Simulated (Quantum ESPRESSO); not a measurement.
The system is TaN.

```
CELL_PARAMETERS angstrom
0.00000 2.17900 2.17900
2.17900 0.00000 2.17900
2.17900 2.17900 0.00000
ATOMIC_POSITIONS crystal
Ta 0.50000 0.50000 0.50000
N 0.00000 0.00000 0.00000
```

| Quantity | Value |
| --- | --- |
| Program | Quantum ESPRESSO 7.5 |
| Task | phonons |
| Functional | PBE |
| Potentials or basis | PseudoDojo 0.4.1 SR PBE standard |
| Cutoff | 1143 eV |
| Density cutoff | 4572 eV |
| k mesh | 8 × 8 × 8, shifted |
| Occupations | gaussian, width 0.2 eV |
| Spin | no spin polarisation |
| Mixing beta | 0.5 |
| Most SCF iterations | 120 |
| SCF threshold | 4e-10 Ry |

The cell and the atoms were relaxed first, to 10.76 Å³/atom (a = 3.122 Å, b = 3.122 Å, c = 3.122 Å, α = 60.00°, β = 60.00°, γ = 60.00°), and the response was taken there.

At Γ the optical frequencies are 372 372 372 cm⁻¹, at a pressure of 0.0 GPa.

Q: How do the modes respond when the cell is scaled evenly, at fixed shape?

A: The highest mode has a Grüneisen parameter of 3.42 and moves by +3.9 cm⁻¹ per GPa. None of the listed modes softens on compression. The pressures give a bulk modulus of about 329 GPa.

Frequencies at 99 % and 101 % of the volume (pressures 3.4 and -3.2 GPa), ions relaxed:
| mode | 99 % (cm⁻¹) | 101 % (cm⁻¹) | Grüneisen parameter |
| --- | --- | --- | --- |
| 4 | 385.2 | 359.7 | 3.42 |
| 5 | 385.2 | 359.7 | 3.42 |
| 6 | 385.2 | 359.7 | 3.42 |

Modes are matched by their order; those that don't vary smoothly over the three volumes are left out.

Caveat: the mesh is thin for the phonons of a metal.
